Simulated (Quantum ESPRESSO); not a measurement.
Here is a Quantum ESPRESSO 7.5 calculation.

pw.in

```
&CONTROL
  calculation = 'scf'
  prefix = 'pwscf'
  outdir = './tmp'
  pseudo_dir = './pseudo'
  tprnfor = .true.
  disk_io = 'low'
/
&SYSTEM
  ibrav = 0
  celldm(1) = 8
  nat = 4
  ntyp = 2
  ecutwfc = 74
  nbnd = 28
  occupations = 'smearing'
  smearing = 'fd'
  degauss = 0.00367493
/
&ELECTRONS
  conv_thr = 4d-09
  electron_maxstep = 150
  mixing_beta = 0.3
  mixing_mode = 'local-TF'
/
ATOMIC_SPECIES
W    183.8400 W.upf
S     32.0600 S.upf
CELL_PARAMETERS alat
  0.7519967530608   0.0000000000000   0.0000000000000
 -0.3759983765440   0.6512482917219   0.0000000000000
  0.0000000000000   0.0000000000000   7.5472302169529
ATOMIC_POSITIONS crystal
W      0.3333333300    0.6666666600    0.2347375383
S      0.6666666700    0.3333333400    0.2835461018
S      0.6666666700    0.3333333400    0.7164538982
W      0.3333333300    0.6666666600    0.7652624617
K_POINTS automatic
10 10 1 0 0 0
```

File pp_density.in:

```
&INPUTPP
  prefix = 'pwscf'
  outdir = './tmp'
  filplot = 'density.dat'
  plot_num = 0
/
&PLOT
  nfile = 1
  filepp(1) = 'density.dat'
  iflag = 3
  output_format = 6
  fileout = 'density.cube'
/
```

pp_potential.in

```
&INPUTPP
  prefix = 'pwscf'
  outdir = './tmp'
  filplot = 'potential.dat'
  plot_num = 11
/
&PLOT
  nfile = 1
  filepp(1) = 'potential.dat'
  iflag = 3
  output_format = 6
  fileout = 'potential.cube'
/
```

pp_elf.in

```
&INPUTPP
  prefix = 'pwscf'
  outdir = './tmp'
  filplot = 'elf.dat'
  plot_num = 8
/
&PLOT
  nfile = 1
  filepp(1) = 'elf.dat'
  iflag = 3
  output_format = 6
  fileout = 'elf.cube'
/
```

Potentials or basis: PseudoDojo 0.4.1 SR PBE standard.

Launch:

```console
$ OMP_NUM_THREADS=1 pw.x -in pw.in > pw.out
$ OMP_NUM_THREADS=1 pp.x -in pp_density.in > pp_density.out
$ OMP_NUM_THREADS=1 pp.x -in pp_potential.in > pp_potential.out
$ OMP_NUM_THREADS=1 pp.x -in pp_elf.in > pp_elf.out
```

Q: What does it give for the ionisation potential of the upper face?

A: 4.72 eV.

Q: Estimate the electron affinity of the upper face.

A: 4.51 eV.

Q: Estimate the band gap on the k mesh.

A: 0.21 eV, indirect (least direct gap 0.81 eV).

Forces in eV/Å, atoms in the order of the input:
```
W    0.000  0.000  0.478
S    0.000  0.000 -0.478
S    0.000  0.000  0.478
W    0.000  0.000 -0.478
```

Caveat: ionisation potential and electron affinity come from Kohn-Sham levels, which understate the gap; spin-orbit coupling is left out, which moves the levels of the heavy elements. As with any semilocal functional, this PBE gap is likely too small.
